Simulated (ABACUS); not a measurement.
# NaCl (Fm-3m) in ABACUS: a series of runs

One crystal, NaCl, is run at these levels: PBE; tasks: single point.

Program: ABACUS 3.10.1. These are calculated values, not measurements. Logs are shortened: lines on timing, memory, paths and dates and some standing lists are left out, and cuts for length are marked.

## Step 1: The crystal as given

The structure is cubic, space group Fm-3m (No. 225). The conventional cell has a = 5.588 Å, b = 5.588 Å, c = 5.588 Å, α = 90.00°, β = 90.00°, γ = 90.00°. Cl (site symmetry m-3m) is surrounded by 6 Na at 2.79 Å. Na (site symmetry m-3m) is surrounded by 6 Cl at 2.79 Å.

The cell is a database's computed one.

## Step 2: Single point, PBE

INPUT

```
INPUT_PARAMETERS
suffix              NaCl
calculation         scf
basis_type          lcao
pseudo_dir          ./
orbital_dir         ./
symmetry            1
dft_functional      pbe
ecutwfc             100
pseudo_rcut         10
nspin               1
nbands              12
ks_solver           genelpa
smearing_method     fd
smearing_sigma      0.00367493
scf_thr             1e-07
scf_nmax            100
mixing_type         broyden
mixing_beta         0.7
cal_force           1
cal_stress          1
out_mul             1
```

STRU

```
ATOMIC_SPECIES
Cl 35.4500 Cl.upf
Na 22.9898 Na.upf

NUMERICAL_ORBITAL
Cl_confined-atom_7au_2s2p1d.orb
Na_confined-atom_9au_3s2p1d.orb

LATTICE_CONSTANT
1.8897261246

LATTICE_VECTORS
0.0000000000 2.7940632177 2.7940632177
2.7940632177 0.0000000000 2.7940632177
2.7940632177 2.7940632177 0.0000000000

ATOMIC_POSITIONS
Direct

Cl
0.0
1
0.5000000000 0.5000000000 0.5000000000 1 1 1

Na
0.0
1
0.0000000000 0.0000000000 0.0000000000 1 1 1
```

KPT

```
K_POINTS
0
Gamma
8 8 8 0 0 0
```

Potentials or basis: PseudoDojo NC SR 0.4.1 PBE standard, DZP LCAO (the cutoffs set its grid).

On the command line:

```console
$ OMP_NUM_THREADS=1 mpirun -np 4 abacus > log
```

running log:

```text
ABACUS v3.10.1

               Atomic-orbital Based Ab-initio Computation at UStc

 ------------------------------------------------------------------------------------

 READING GENERAL INFORMATION
                           global_out_dir = OUT.NaCl/
                           global_in_card = INPUT
                               pseudo_dir = ./
                              orbital_dir = ./
                                    DSIZE = 4
                                    GSIZE = 1

 READING UNITCELL INFORMATION
                                    ntype = 2
                  lattice constant (Bohr) = 1.88973
              lattice constant (Angstrom) = 1

 READING ATOM TYPE 1
                               atom label = Cl
                      L=0, number of zeta = 2
                      L=1, number of zeta = 2
                      L=2, number of zeta = 1
             number of atom for this type = 1

 READING ATOM TYPE 2
                               atom label = Na
                      L=0, number of zeta = 3
                      L=1, number of zeta = 2
                      L=2, number of zeta = 1
             number of atom for this type = 1

                        TOTAL ATOM NUMBER = 2
DIRECT COORDINATES
    atom                   x                   y                   z     mag                  vx                  vy                  vz
taud_Cl1            0.5000000000        0.5000000000        0.5000000000  0.0000        0.0000000000        0.0000000000        0.0000000000
taud_Na1            0.0000000000        0.0000000000        0.0000000000  0.0000        0.0000000000        0.0000000000        0.0000000000

                          Volume (Bohr^3) = 294.398
                             Volume (A^3) = 43.6253

 Lattice vectors: (Cartesian coordinate: in unit of a_0)
                   +0            +2.79406            +2.79406
             +2.79406                  +0            +2.79406
             +2.79406            +2.79406                  +0
 Reciprocal vectors: (Cartesian coordinate: in unit of 2 pi/a_0)
            -0.178951           +0.178951           +0.178951
            +0.178951           -0.178951           +0.178951
            +0.178951           +0.178951           -0.178951
 The esolver type has been set to : ksdft_lcao

                PAO radial cut off (Bohr) = 10

 Read in pseudopotential file is Cl.upf
                     pseudopotential type = NC
          exchange-correlation functional = PBE
                 nonlocal core correction = 1
                        valence electrons = 7
                                     lmax = 2
                           number of zeta = 2
                     number of projectors = 6
                           L of projector = 0
[... 5 lines left out ...]
                PAO radial cut off (Bohr) = 10

 Read in pseudopotential file is Na.upf
                     pseudopotential type = NC
          exchange-correlation functional = PBE
                 nonlocal core correction = 0
                        valence electrons = 9
                                     lmax = 1
                           number of zeta = 3
                     number of projectors = 4
                           L of projector = 0
                           L of projector = 0
                           L of projector = 1
                           L of projector = 1
     initial pseudo atomic orbital number = 9

 SETUP THE ELECTRONS NUMBER
            electron number of element Cl = 7
      total electron number of element Cl = 7
            electron number of element Na = 9
      total electron number of element Na = 9
            AUTOSET number of electrons:  = 16
                           occupied bands = 8
                                   NLOCAL = 27
                                   NBANDS = 12
                                   NBANDS = 12
                                   NLOCAL = 27

%%%%%%%%%%%%%%%%%%%%%%%%%%%%%%%%%%%%%%%%%%%%%%%%%%%%%%%%%%%%%%%%%%%%%%%%%%%%%%%%%%%%%%%%%%%%%%%%%%%%%%%%%%
 Warning: the number of valence electrons in pseudopotential > 1 for Na: [Ne] 3s1
 Pseudopotentials with additional electrons can yield (more) accurate outcomes, but may be less efficient.
 If you're confident that your chosen pseudopotential is appropriate, you can safely ignore this warning.
%%%%%%%%%%%%%%%%%%%%%%%%%%%%%%%%%%%%%%%%%%%%%%%%%%%%%%%%%%%%%%%%%%%%%%%%%%%%%%%%%%%%%%%%%%%%%%%%%%%%%%%%%%

 SETUP THE PLANE WAVE BASIS
 energy cutoff for charge/potential (unit:Ry) = 400
            fft grid for charge/potential = [ 48, 48, 48 ]
                        fft grid division = [ 4, 4, 4 ]
        big fft grid for charge/potential = [ 12, 12, 12 ]
                                     nbxx = 432
                                     nrxx = 27648

 SETUP PLANE WAVES FOR CHARGE/POTENTIAL
                    number of plane waves = 39693
                         number of sticks = 1531

 PARALLEL PW FOR CHARGE/POTENTIAL
[... 68 lines left out ...]
       3  0.25000000  0.25000000  0.25000000  0.0156       2
       4  0.37500000  0.37500000  0.37500000  0.0156       3
       5  0.50000000  0.50000000  0.50000000  0.0078       4
       6  0.12500000  0.12500000  0.00000000  0.0117       9
[... 21 lines left out ...]
      28 -0.12500000  0.50000000  0.37500000  0.0234     101
      29  0.50000000  0.25000000 -0.25000000  0.0117     166

                               nkstot now = 29
[... K-POINTS DIRECT COORDINATES: 29 rows ...]

           k-point number in this process = 29
       minimum distributed K point number = 29
[... stars of the k points ...]

[... K-POINTS CARTESIAN COORDINATES: 29 rows ...]

[... K-POINTS DIRECT COORDINATES: 29 rows ...]

 SETUP PLANE WAVES FOR WAVE FUNCTIONS
     energy cutoff for wavefunc (unit:Ry) = 100
              fft grid for wave functions = [ 48, 48, 48 ]
                    number of plane waves = 6231
                         number of sticks = 439

 PARALLEL PW FOR WAVE FUNCTIONS
     PROC   COLUMNS(POT)             PW
        1            110           1558
        2            110           1558
        3            109           1557
        4            110           1558
 --------------- sum -------------------
        4            439           6231

 SET NONLOCAL PSEUDOPOTENTIAL PROJECTORS
 SET NONLOCAL PSEUDOPOTENTIAL PROJECTORS
 max number of nonlocal projetors among all species is 6

 -------------------------------------------
 SELF-CONSISTENT
 -------------------------------------------

 SETUP SEARCHING RADIUS FOR PROGRAM TO SEARCH ADJACENT ATOMS
                  longest orb rcut (Bohr) = 9
   longest nonlocal projector rcut (Bohr) = 1.78
                     search radius (Bohr) = 21.6
              searching radius is (Bohr)) = 21.6
         searching radius unit is (Bohr)) = 1.89
                         PeriodicBoundary = 1
                        Radius(unit:lat0) = 11.4
                                   glayer = [ 5, 5, 5 ]
                             glayer_minus = [ 4, 4, 4 ]

Find the coordinate range of the input atom(unit:lat0).
                                  min_tau = [ -22.4, -22.4, -22.4 ]
                                  max_tau = [ 25.1, 25.1, 25.1 ]
                                BoxNumber = [ 9, 9, 9 ]

 SETUP EXTENDED REAL SPACE GRID FOR GRID INTEGRATION
                          real space grid = [ 48, 48, 48 ]
                 big cell numbers in grid = [ 12, 12, 12 ]
             meshcell numbers in big cell = [ 4, 4, 4 ]
                        extended fft grid = [ 18, 18, 18 ]
                dimension of extened grid = [ 49, 49, 49 ]
                            UnitCellTotal = 125
              Atom number in sub-FFT-grid = 2
    Local orbitals number in sub-FFT-grid = 27
                                ParaV.nnr = 13916
                                 init_chg = atomic

 LCAO ALGORITHM --------------- ION=   1  ELEC=   1--------------------------------

 Density error is 0.0538606931487
----------------------------------------------------------
     Energy           Rydberg                 eV
----------------------------------------------------------
 E_KohnSham     -124.4775788304      -1693.6043453381
 E_Harris       -124.4790205035      -1693.6239603071
 E_Fermi        0.3236668411         4.4037132923
----------------------------------------------------------
[... 80 lines left out ...]
 Density error is 4.75553072003e-09
----------------------------------------------------------
     Energy           Rydberg                 eV
----------------------------------------------------------
 E_KohnSham     -124.4887790505      -1693.7567321501
 E_KS(sigma->0) -124.4887790505      -1693.7567321501
 E_Harris       -124.4887791230      -1693.7567331360
 E_band         -17.0559766397       -232.0584672551
 E_one_elec     -73.2200833872       -996.2103421010
 E_Hartree      41.0274353101        558.2068945436
 E_xc           -22.8513929924       -310.9091519339
 E_Ewald        -69.4447379810       -944.8441326588
 E_entropy(-TS) 0.0000000000         0.0000000000
 E_descf        0.0000000000         0.0000000000
 E_exx          0.0000000000         0.0000000000
 E_Fermi        0.3400188271         4.6261934753
----------------------------------------------------------

 charge density convergence is achieved
 final etot is -1693.7567322 eV
 EFERMI = 4.6261934753 eV

 STATE ENERGY(eV) AND OCCUPATIONS    NSPIN == 1
 1/29 kpoint (Cartesian) = 0.0000 0.0000 0.0000 (1248 pws)
       1       -47.6288     0.00390625
       2       -19.5544     0.00390625
       3       -19.5544     0.00390625
       4       -19.5544     0.00390625
       5       -11.4191     0.00390625
       6        1.30795     0.00390625
       7        1.30795     0.00390625
       8        1.30795     0.00390625
       9        6.71968    2.55840e-21
      10        13.9895    1.83297e-84
      11        13.9895    1.83297e-84
      12        13.9895    1.83297e-84
[... 57 lines left out ...]
 6/29 kpoint (Cartesian) = 0.0000 0.0000 0.044738 (1244 pws)
       1       -47.6286      0.0234375
       2       -19.5591      0.0234375
       3       -19.5557      0.0234375
       4       -19.5557      0.0234375
       5       -11.3530      0.0234375
       6       0.898086      0.0234375
       7        1.20531      0.0234375
       8        1.20531      0.0234375
       9        7.39166    2.23546e-26
      10        13.6273    1.54062e-80
      11        13.8419    2.10671e-82
      12        13.9812    1.29920e-83

[... levels at 23 further k points ...]

 correction force for each atom along direction 1 is 3.02330e-14
 correction force for each atom along direction 2 is 6.15036e-16
 correction force for each atom along direction 3 is -7.05504e-15
------------------------------------------------------------------------------------------
 TOTAL-FORCE (eV/Angstrom)
------------------------------------------------------------------------------------------
                       Cl1         0.0000000000         0.0000000000         0.0000000000
                       Na1         0.0000000000         0.0000000000         0.0000000000
------------------------------------------------------------------------------------------

----------------------------------------------------------------
 TOTAL-STRESS (KBAR)
----------------------------------------------------------------
        16.5352543634         0.0000000000         0.0000000000
        -0.0000000000        16.5352543634        -0.0000000000
         0.0000000000        -0.0000000000        16.5352543634
----------------------------------------------------------------
 TOTAL-PRESSURE: 16.535254 KBAR

 --------------------------------------------
 !FINAL_ETOT_IS -1693.7567321500748676 eV
 --------------------------------------------
```

Run time: 4.5 s. Hardware: 4 MPI ranks of AMD EPYC 7B13 (Zen 3), shared host; peak memory 0.44 GiB.

Results:

```
Free energy            : -1693.7567 eV
Pressure               : 1.7 GPa
Band gap on the k mesh : 5.41 eV, direct
Mulliken charges       : Cl -0.74; Na +0.74 e
```

Caveat: the atomic orbitals were generated for these runs and aren't a published set; Mulliken charges move with the basis; the basis of atomic orbitals isn't converged, which shifts pressures, moduli and gaps.

(Part 1 of 2 ends here.)
